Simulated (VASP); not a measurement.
# KBr (strained rocksalt): a r²SCAN single-point calculation in VASP

INCAR

```
IBRION = -1
PREC = Accurate
EDIFF = 1E-7
LWAVE = .FALSE.
NBANDS = 15
NSW = 0
ISMEAR = 0
SIGMA = 0.01
LASPH = .TRUE.
LREAL = .FALSE.
ENCUT = 520
ISIF = 2
ALGO = Normal
METAGGA = R2SCAN
LCHARG = .FALSE.
NELM = 120
```

KPOINTS

```
KPOINTS created by Atomic Simulation Environment
0
Gamma
6 6 6
0 0 0
```

KPOINTS_OPT

```
special points
6
Reciprocal
0.0000000000 0.0000000000 0.0000000000 1
0.5000000000 0.0000000000 0.5000000000 1
0.6250000000 0.2500000000 0.6250000000 1
0.3750000000 0.3750000000 0.7500000000 1
0.5000000000 0.5000000000 0.5000000000 1
0.5000000000 0.2500000000 0.7500000000 1
```

POSCAR

```
K  Br
 1.0000000000000000
     0.0550374636000000    3.3572852783000000    3.3572852783000000
     3.3572852783000000    0.0550374636000000    3.3572852783000000
     3.3572852783000000    3.3572852783000000    0.0550374636000000
 K   Br
   1   1
Cartesian
  0.0000000000000000  0.0000000000000000  0.0000000000000000
  3.3848040100999994  3.3848040100999994  3.3848040100999990
```

VASP ran with the recommended PBE PAW datasets (16 valence electrons in the cell).

Command

```
mpirun -np 1 vasp_std
```

From OUTCAR

```
k-points           NKPTS =     32   k-points in BZ     NKDIM =     32   number of bands    NBANDS=     15

   NELECT =      16.0000    total number of electrons

   dimension x,y,z NGX =    36 NGY =   36 NGZ =   36
   dimension x,y,z NGXF=    72 NGYF=   72 NGZF=   72

  energy-cutoff  :      520.00
  volume of cell :       73.82
      direct lattice vectors                 reciprocal lattice vectors
     0.055037464  3.357285278  3.357285278    -0.152643008  0.150181024  0.150181024
     3.357285278  0.055037464  3.357285278     0.150181024 -0.152643008  0.150181024
     3.357285278  3.357285278  0.055037464     0.150181024  0.150181024 -0.152643008

 k-points in reciprocal lattice and weights: KPOINTS created by Atomic Simulation Env
   0.00000000  0.00000000  0.00000000       0.005
   0.16666667  0.00000000  0.00000000       0.028
   0.33333333  0.00000000  0.00000000       0.028
   0.50000000  0.00000000 -0.00000000       0.014
   0.16666667  0.16666667  0.00000000       0.028
   0.33333333  0.16666667  0.00000000       0.056
   0.50000000  0.16666667 -0.00000000       0.056
  -0.33333333  0.16666667  0.00000000       0.056
   ...

 E-fermi :  -2.1554

 k-point     1 :       0.0000    0.0000    0.0000
  band No.  band energies     occupation
      1     -31.1945      2.00000
      2     -14.9460      2.00000
      3     -13.8992      2.00000
      4     -13.8992      2.00000
      5     -13.8954      2.00000
      6      -2.2871      2.00000
      7      -2.2311      2.00000
      8      -2.2311      2.00000
      9       2.7513      0.00000
     10       5.8516      0.00000
     11       6.0477      0.00000
     12       6.0477      0.00000
     13       6.9473      0.00000
     14       6.9473      0.00000
     15       9.7259      0.00000

 k-point     2 :       0.1667    0.0000    0.0000
  band No.  band energies     occupation
      1     -31.1932      2.00000
      2     -14.9913      2.00000
      3     -13.9008      2.00000
      4     -13.8968      2.00000
      5     -13.8356      2.00000
      6      -2.5783      2.00000
      7      -2.3630      2.00000
      8      -2.3143      2.00000
      9       3.3892      0.00000
     10       5.8171      0.00000
     11       6.2100      0.00000
     12       6.3806      0.00000
     13       7.2905      0.00000
     14       7.3086      0.00000
     15      10.7210      0.00000

 k-point     3 :       0.3333    0.0000    0.0000
  band No.  band energies     occupation
      1     -31.1908      2.00000
      2     -15.0698      2.00000
      3     -13.9038      2.00000
      4     -13.8985      2.00000
      5     -13.7210      2.00000
      6      -3.1277      2.00000
      7      -2.5193      2.00000
      8      -2.4714      2.00000
      9       4.4643      0.00000
     10       6.0229      0.00000
     11       7.1066      0.00000
     12       7.2740      0.00000
     13       8.1488      0.00000
     14       8.2170      0.00000
     15      10.0055      0.00000

 k-point     4 :       0.5000    0.0000   -0.0000
  band No.  band energies     occupation
      1     -31.1896      2.00000
      2     -15.1046      2.00000
      3     -13.9053      2.00000
      4     -13.8994      2.00000
      5     -13.6678      2.00000
      6      -3.3618      2.00000
      7      -2.5932      2.00000
      8      -2.5459      2.00000
      9       4.8187      0.00000
     10       6.5393      0.00000
     11       8.1508      0.00000
     12       8.3116      0.00000
     13       8.3640      0.00000
     14       8.5375      0.00000
     15       9.5056      0.00000

 k-point     5 :       0.1667    0.1667    0.0000
  band No.  band energies     occupation
      1     -31.1929      2.00000
      2     -14.9872      2.00000
      3     -13.9068      2.00000
      4     -13.9048      2.00000
      5     -13.8283      2.00000
      6      -2.6679      2.00000
      7      -2.3527      2.00000
      8      -2.3124      2.00000
      9       3.5355      0.00000
     10       5.3030      0.00000
     11       6.6104      0.00000
     12       6.7337      0.00000
     13       7.1529      0.00000
     14       7.6018      0.00000
     15      10.9624      0.00000

 k-point     6 :       0.3333    0.1667    0.0000
  band No.  band energies     occupation
      1     -31.1909      2.00000
      2     -15.0187      2.00000
      3     -13.9119      2.00000
      4     -13.9084      2.00000
      5     -13.7781      2.00000
      6      -2.9927      2.00000
      7      -2.4881      2.00000
      8      -2.4588      2.00000
      9       4.4634      0.00000
     10       5.2101      0.00000
     11       7.3889      0.00000
     12       7.4543      0.00000
     13       7.7191      0.00000
     14       8.1211      0.00000
     15      10.0045      0.00000

 k-point     7 :       0.5000    0.1667   -0.0000
  band No.  band energies     occupation
      1     -31.1893      2.00000
      2     -15.0509      2.00000
      3     -13.9193      2.00000
      4     -13.9069      2.00000
      5     -13.7274      2.00000
      6      -3.2148      2.00000
      7      -2.6431      2.00000
      8      -2.5722      2.00000
      9       5.0138      0.00000
     10       6.1311      0.00000
     11       7.7461      0.00000
     12       8.0009      0.00000
     13       8.3294      0.00000
     14       8.4919      0.00000
     15       9.5061      0.00000

 k-point     8 :      -0.3333    0.1667    0.0000
  band No.  band energies     occupation
      1     -31.1896      2.00000
      2     -15.0543      2.00000
      3     -13.9239      2.00000
      4     -13.9003      2.00000
      5     -13.7231      2.00000
      6      -3.1837      2.00000
      7      -2.6102      2.00000
      8      -2.5701      2.00000
      9       5.0271      0.00000
     10       5.9915      0.00000
     11       7.4283      0.00000
     12       7.5181      0.00000
     13       8.1477      0.00000
     14       9.0574      0.00000
     15       9.5851      0.00000

 k-point     9 :      -0.1667    0.1667    0.0000
  band No.  band energies     occupation
      1     -31.1916      2.00000
      2     -15.0262      2.00000
      3     -13.9147      2.00000
      4     -13.8954      2.00000
      5     -13.7755      2.00000
      6      -2.9000      2.00000
      7      -2.4714      2.00000
      8      -2.4256      2.00000
      9       4.1854      0.00000
     10       5.5596      0.00000
     11       6.5565      0.00000
     12       7.1708      0.00000
     13       7.6199      0.00000
     14       8.0410      0.00000
     15      10.3715      0.00000

 k-point    10 :       0.3333    0.3333    0.0000
  band No.  band energies     occupation
      1     -31.1899      2.00000
      2     -14.9458      2.00000
      3     -13.9221      2.00000
      4     -13.9213      2.00000
      5     -13.8603      2.00000
      6      -3.0325      2.00000
      7      -2.4953      2.00000
      8      -2.4477      2.00000
      9       4.4524      0.00000
     10       4.9209      0.00000
     11       7.6264      0.00000
     12       7.9500      0.00000
     13       8.3466      0.00000
     14       8.4114      0.00000
     15       9.3637      0.00000

 k-point    11 :       0.5000    0.3333    0.0000
  band No.  band energies     occupation
      1     -31.1887      2.00000
      2     -14.9262      2.00000
      3     -13.9502      2.00000
      4     -13.9210      2.00000
      5     -13.8612      2.00000
      6      -3.0274      2.00000
      7      -2.6445      2.00000
      8      -2.5611      2.00000
      9       4.5618      0.00000
     10       5.8657      0.00000
     11       7.2696      0.00000
     12       8.0887      0.00000
     13       8.2693      0.00000
     14       8.9110      0.00000
     15       9.4206      0.00000

 k-point    12 :      -0.3333    0.3333    0.0000
  band No.  band energies     occupation
      1     -31.1886      2.00000
      2     -14.9841      2.00000
      3     -13.9542      2.00000
      4     -13.9112      2.00000
      5     -13.7851      2.00000
      6      -2.9975      2.00000
      7      -2.8400      2.00000
      8      -2.6000      2.00000
      9       5.2461      0.00000
     10       6.2831      0.00000
     11       7.0612      0.00000
     12       7.6141      0.00000
     13       8.2255      0.00000
     14       8.9593      0.00000
     15       9.9531      0.00000

 k-point    13 :       0.5000    0.5000    0.0000
  band No.  band energies     occupation
      1     -31.1884      2.00000
      2     -14.8501      2.00000
      3     -13.9774      2.00000
      4     -13.9298      2.00000
      5     -13.9279      2.00000
      6      -3.0462      2.00000
      7      -2.5540      2.00000
      8      -2.5038      2.00000
      9       4.1372      0.00000
     10       5.6770      0.00000
     11       7.7281      0.00000
     12       7.9097      0.00000
     13       8.2103      0.00000
     14       9.2247      0.00000
     15       9.2373      0.00000

 ...

  Total       -0.1615548     -0.1615548     -0.1615548     -0.0430212     -0.0430212     -0.0430212
  in kB       -3.5062891     -3.5062891     -3.5062891     -0.9337055     -0.9337055     -0.9337055
  external PRESSURE =      -3.5062891 kB  Pullay stress =       0.0000000 kB

 POSITION                                       TOTAL-FORCE (eV/Angst)
 -----------------------------------------------------------------------------------
      0.00000      0.00000      0.00000         0.000000     -0.000000      0.000000
      3.38480      3.38480      3.38480        -0.000000      0.000000     -0.000000
 -----------------------------------------------------------------------------------
    total drift:                                0.000000      0.000000      0.000000

  FREE ENERGIE OF THE ION-ELECTRON SYSTEM (eV)
  ---------------------------------------------------
  free  energy   TOTEN  =       -23.2460625651 eV

  energy  without entropy=      -23.2460625651  energy(sigma->0) =      -23.24606257
```

```
gap between bands v and c : 4.98 eV
least direct gap          : 4.98 eV
pressure                  : -0.4 GPa
```

Band v is the last that the valence electrons fill when counted band by band, and c is the next.

The run took about 2 min on one core of a shared host (Intel Xeon Platinum 8488C) and held 0.23 GiB at most.
